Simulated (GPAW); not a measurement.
Crystal: ZrC.

```xyz
4
Lattice="3.3915 0.0000 0.0000 -1.6957 2.9371 0.0000 0.0000 0.0000 5.2901" Properties=species:S:1:pos:R:3 pbc="T T T"
Zr    1.6957    0.9790    3.9675
Zr    0.0000    1.9581    1.3225
C     0.0000    0.0000    2.6450
C     0.0000    0.0000    0.0000
```

The cell comes from a database or a generator and needn't be the stable form of this composition.

| Item | Value |
| --- | --- |
| Program | GPAW 26.7.0 |
| Task | relaxation of cell and atoms |
| Functional | PBEsol |
| Dispersion | D4 |
| Potentials or basis | PAW data sets generated in the run's folder for this functional |
| Cutoff | 800 eV |
| Basis | pw |
| k mesh | 6 × 6 × 4 |
| Occupations | fermi-dirac, width 0.05 eV |
| Spin | no spin polarisation |

At the start: pressure -10.5 GPa; volume 13.17 Å³/atom.

Task: How do energy, volume and symmetry change on relaxing?

Result: Over 8 steps the energy falls by 21.7 meV/atom and the volume is 12.56 Å³/atom (-4.7 %); space group P6_3/mmc (No. 194, to 0.05 Å).

The path:
```
step  energy change (eV)  largest force (eV/Å)  pressure (GPa)  volume (Å³)
   1              0.0000                0.0000          -10.48        52.69
   2             -0.0290                0.0000           -8.65        52.21
   3             -0.0844                0.0000            0.62        50.07
   4             -0.0850                0.0000            0.10        50.18
   5             -0.0854                0.0000           -0.13        50.23
   6             -0.0863                0.0000           -0.47        50.30
   7             -0.0866                0.0000           -0.35        50.28
   8             -0.0866                0.0000           -0.09        50.23
```

Final structure:
```
Zr C
1.0
     3.32244    0.00000    0.00000
    -1.66122    2.87732    0.00000
     0.00000    0.00000    5.25388
Zr C
2 2
Cartesian
  1.6612 0.9591 3.9404
  0.0000 1.9182 1.3135
  0.0000 0.0000 2.6269
  0.0000 0.0000 0.0000
```

Caveat: later steps reuse the first step's grids; pairwise dispersion overbinds metals, which lowers pressure and volume.
